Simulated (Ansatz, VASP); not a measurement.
**One calculation of Ru, two programs**

```
Ru
1.0
     2.70580    0.00000    0.00000
    -1.35290    2.34329    0.00000
     0.00000    0.00000    4.28190
Ru
2
Direct
  0.66667 0.33333 0.75000
  0.33333 0.66667 0.25000
```

Alike in both runs: task single point; functional PBE; k mesh 7 × 7 × 4; occupations fermi-dirac, width 0.03 eV; no spin polarisation.

|  | VASP | Ansatz |
| --- | --- | --- |
| version | VASP 6.6.1 | Ansatz 0.2.0 |
| potentials or method | VASP PAW PBE potentials, release 64 (Ru_pv), cutoff 520 eV | all-electron LAPW, scalar-relativistic |

|  | VASP | Ansatz | Ansatz less VASP |
| --- | --- | --- | --- |
| gap on the k mesh at the Fermi level (eV) | none | none | - |
| pressure (GPa) | 4.8 | 4.9 | +0.11 |
| largest component of the traceless stress (GPa) | 4.39 | 4.45 | +0.053 |

A gap of «none» marks a metal or a gap that the smearing closes. Ansatz ran all-electron here, so the differences hold the error of VASP's frozen core and of both bases.

Caveats: the k mesh is coarse (spacing up to 0.38 Å⁻¹), so the values aren't converged.
